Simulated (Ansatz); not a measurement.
Runs of Ansatz 0.2.0 on MnS. It takes space group R-3m (No. 166, trigonal). Conventional cell: a = 3.660 Å, b = 3.660 Å, c = 8.913 Å, α = 90.00°, β = 90.00°, γ = 120.00°. Mn (site symmetry -3m) has 6 S at 2.58 Å as nearest neighbours. Around S (site symmetry -3m) lie 6 Mn at 2.58 Å. The cell is a database's computed one.

```csv
task,level,U,k mesh,hubbard projectors,double counting,share of exact exchange,mesh quality,gap on the mesh (eV),pressure (GPa),moment (μB)
projected density of states,LDA+U,Mn d U = 4 eV,9 × 9 × 9,ortho-atomic (the default),fll (the default),-,not flagged,0.55,0.3,5.00
single point,HSE06 form with a typed share of exact exchange,-,5 × 5 × 5,-,-,0.1,coarse,none,2.2,4.90
projected density of states,LDA+U,Mn d U = 3 eV,9 × 9 × 9,ortho-atomic (the default),fll (the default),-,not flagged,none,(c),4.99
projected density of states,LDA+U,Mn d U = 1 eV,9 × 9 × 9,ortho-atomic (the default),fll (the default),-,not flagged,none,(a),4.76
single point,HSE06 form with a typed share of exact exchange,-,5 × 5 × 5,-,-,0.15,coarse,0.20,(b),4.98
```

Alike in all rows: potentials or basis Ansatz PAW; spin collinear, ferromagnetic start; cell as given; cutoff (eV) 420; smearing fermi-dirac 0.05 eV.

Problem. Fill in the values left out.

Solution. (a) -6.5; (b) 3.7; (c) -1.0.

Caveats: some runs use coarse meshes; the magnetic or orbital state may not be the lowest; a cell with one magnetic atom can't hold antiferromagnetic order, which such compounds often take; the PAW data sets come from PBE, with cores solved anew for the run's functional, which leaves a small shift of forces and pressure; the density of states is complete only up to the lowest level of the last band computed (some runs); odd divisions of the mesh miss points on the zone boundary, where band edges often lie, so the gap on the mesh can be too wide (some runs); the thresholds are loose for stress (some runs).

A k mesh can miss the band edges.

A gap of «none» marks a metal or a gap under the smearing width.
